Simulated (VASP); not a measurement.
Crystal: C.

```
CELL_PARAMETERS angstrom
2.61972 0.00000 0.00000
0.00000 2.61972 0.00000
0.00000 0.00000 2.61972
ATOMIC_POSITIONS crystal
C 0.00000 0.50000 0.50000
C 0.50000 0.00000 0.50000
C 0.50000 0.50000 0.00000
```

The cell was built by a generator and needn't be a form met in nature.

- Program: VASP 6.6.1
- Task: relaxation of cell and atoms
- Functional: optB88-vdW
- Potentials or basis: VASP PAW PBE potentials, release 64 (C)
- Cutoff: 600 eV
- k mesh: 10 × 10 × 10
- Occupations: fermi-dirac, width 0.05 eV
- Spin: no spin polarisation

At the start: pressure 10.7 GPa; volume 5.99 Å³/atom.

Question: How do energy, volume and symmetry change on relaxing?

Answer: Over 3 steps the energy falls by 12.7 meV/atom and the volume is 6.38 Å³/atom (+6.5 %); space group Pm-3m (No. 221, to 0.05 Å).

The path:
| step | energy change (eV) | largest force (eV/Å) | pressure (GPa) | volume (Å³) |
| --- | --- | --- | --- | --- |
| 1 | 0.0000 | 0.0000 | 10.73 | 17.98 |
| 2 | -0.0377 | 0.0000 | 0.85 | 19.04 |
| 3 | -0.0380 | 0.0000 | -0.12 | 19.14 |

Final structure:
```
CELL_PARAMETERS angstrom
2.67517 0.00000 0.00000
0.00000 2.67517 0.00000
0.00000 0.00000 2.67517
ATOMIC_POSITIONS crystal
C 0.00000 0.50000 0.50000
C 0.50000 0.00000 0.50000
C 0.50000 0.50000 0.00000
```

Caveat: the PAW data sets were made with another functional, which shifts forces and pressure a little.
